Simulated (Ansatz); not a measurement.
# Sn: band structure with r2SCAN

Crystal: Sn.

```xyz
1
Lattice="-1.8947 1.8947 1.8947 1.8947 -1.8947 1.8947 1.8947 1.8947 -1.8947" Properties=species:S:1:pos:R:3 pbc="T T T"
Sn    0.0000    0.0000    0.0000
```

This isn't the form of Sn at room conditions, which is tetragonal (white tin).

```yaml
Program: Ansatz 0.2.0
Task: band structure
Functional: r2SCAN
Potentials_or_basis: Ansatz PAW
Cutoff: "500 eV (not typed: the program's choice for these potentials)"
k_mesh: 10 × 10 × 10
Occupations: fermi-dirac, width 0.05 eV
Spin: no spin polarisation
Path: "[[\"G\", \"H\", \"N\", \"G\", \"P\", \"H\"], [\"P\", \"N\"]]"
Points_for_each_segment_of_the_path: 14
```

The pressure is -0.8 GPa. The band gap on the k mesh is none (metal or under the smearing width).

Levels at the corners of the path, in eV from the Fermi level:
```tsv
point	band 5	band 6	band 7	band 8	band 9	band 10
Γ	-22.17	-11.63	8.45	8.45	8.45	12.90
H	-22.10	-2.30	-0.57	-0.57	-0.57	4.20
N	-22.08	-6.63	-4.66	3.76	5.87	8.58
Γ	-22.17	-11.63	8.45	8.45	8.45	12.90
P	-22.18	-5.26	-1.51	-1.51	-1.51	19.05
H	-22.10	-2.30	-0.57	-0.57	-0.57	4.20
P	-22.18	-5.26	-1.51	-1.51	-1.51	19.05
N	-22.08	-6.63	-4.66	3.76	5.87	8.58
```

Wall time 1.8 s on 2 threads of Arm Neoverse V2 (shared host), peak memory 0.33 GiB.

Caveat: spin-orbit coupling is left out, which moves the levels of the heavy elements; the PAW data sets come from PBE, with cores solved anew for the run's functional, which leaves a small shift of forces and pressure.
